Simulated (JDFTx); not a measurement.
CsPbBr3:

```
Pb Cs Br
1.0
     5.87000    0.00000    0.00000
     0.00000    5.87000    0.00000
     0.00000    0.00000    5.87000
Pb Cs Br
1 1 3
Cartesian
  2.9350 2.9350 2.9350
  0.0000 0.0000 0.0000
  2.9350 2.9350 0.0000
  2.9350 0.0000 2.9350
  0.0000 2.9350 2.9350
```

Measurements of this composition are mostly on another form, of space group No. 62.

```yaml
Program: JDFTx 1.7.0 (patched build)
Task: single point
Functional: PBEsol
Potentials_or_basis: PseudoDojo-SR-PBEsol-0.4.1-standard with smoothed tails
Cutoff: 762 eV
Density_cutoff: 6095 eV
k_mesh: 5 × 5 × 5
Occupations: fermi-dirac, width 0.05 eV
Spin: no spin polarisation
```

On this cell: pressure 0.0 GPa; largest force zero by symmetry; band gap on the k mesh 2.58 eV, direct.

The same run follows on a disturbed copy (atoms moved at random, drawn with an rms of 0.05 Å):

```
Pb Cs Br
1.0
     5.87000    0.00000    0.00000
     0.00000    5.87000    0.00000
     0.00000    0.00000    5.87000
Pb Cs Br
1 1 3
Direct
  0.49643 0.49350 0.49965
  0.99665 0.99903 0.99438
  0.50649 0.50890 0.98857
  0.50406 0.00311 0.50401
  0.00619 0.49130 0.49411
```

**Question.** What changes?

**Answer.** The energy moves by +2.5 meV/atom; pressure 0.1 GPa; largest force 0.225 eV/Å; band gap on the k mesh 2.52 eV, direct.

Forces on the atoms (eV/Å):
```
Pb   0.126  0.125 -0.138
Cs  -0.007 -0.003 -0.006
Br   0.002 -0.002  0.165
Br   0.004 -0.126 -0.013
Br  -0.126  0.006 -0.008
```

Caveats: the empty levels aren't tightly converged; spin-orbit coupling is left out, which as a rule narrows the gap of such compounds by several tenths of an eV; an odd mesh through Γ misses points on the zone boundary, where band edges often lie.
